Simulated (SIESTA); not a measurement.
Runs of SIESTA 5.4.2 on Nb. The structure is cubic, space group Fm-3m (No. 225). The conventional cell has a = 4.230 Å, b = 4.230 Å, c = 4.230 Å, α = 90.00°, β = 90.00°, γ = 90.00°. Nb (site symmetry m-3m) is surrounded by 12 Nb at 2.99 Å. This isn't the form of Nb at room conditions, which is bcc.

| level | gap on the mesh (eV) | pressure (GPa) | relaxed volume (Å³/atom) |
| --- | --- | --- | --- |
| vdW-DF | none | 0.0 | 19.38 |
| vdW-DF2 | none | 0.0 | 19.95 |
| vdW-DF-cx | none | 0.1 | 18.28 |
| optB88-vdW | none | 0.0 | (b) |
| VV10 | none | 0.0 | (a) |
| vdW-DF-C09 | none | 0.0 | 18.23 |

Alike in all rows: task relaxation of cell and atoms; potentials or basis PseudoDojo 0.4 standard (PBE files), DZP (energy shift 0.003 Ry; two zetas on semicore shells); no spin polarisation; cell relaxed; k mesh 8 × 8 × 8; smearing fermi-dirac 0.05 eV; grid cutoff 800 Ry; energy shift 0.003 Ry.

**Question.** Fill in the values left out.

**Answer.** (a) 19.13; (b) 18.74.

Caveats: the potentials were made for another functional, which shifts forces and pressure; the basis of atomic orbitals isn't converged, which shifts pressures, moduli and gaps; the non-local part is tabulated coarsely and may be off by about a percent (some runs).

A k mesh can miss the band edges, and the runs leave out spin-orbit coupling on Nb.

A gap of «none» marks a metal or a gap under the smearing width.

Runs at the PBE level aren't shown here.
